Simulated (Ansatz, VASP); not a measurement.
**One calculation of HfC, two programs**

```
Hf C
1.0
     0.00000    2.28647    2.28647
     2.28647    0.00000    2.28647
     2.28647    2.28647    0.00000
Hf C
1 1
Direct
  0.50000 0.50000 0.50000
  0.00000 0.00000 0.00000
```

Alike in both runs: functional LDA; k mesh 16 × 16 × 16; occupations fermi-dirac, width 0.15 eV; no spin polarisation.

Ansatz relaxed the structure, and its values are those at the end. VASP's run is a single point on that final structure, the one shown.

|  | VASP | Ansatz |
| --- | --- | --- |
| version | VASP 6.6.1 | Ansatz 0.2.0 |
| potentials or method | VASP PAW LDA potentials, release 64 (Hf_pv, C) | scalar-relativistic, plane waves, PAW |
| plane-wave cutoff (eV) | 520 | 420 |
| valence electrons in the cell | 14 | 30 |

Ansatz gave:

```
gap on the k mesh at the Fermi level (eV) : none
pressure (GPa)                            : 0.0
```

**Question.** Estimate VASP's values.

**Answer.** gap on the k mesh at the Fermi level (eV): none; pressure (GPa): 0.7.

A gap of «none» marks a metal or a gap that the smearing closes. The two sets of potentials don't hold the same shells in valence.

The runs have no spin-orbit coupling, so splittings on Hf are missing.
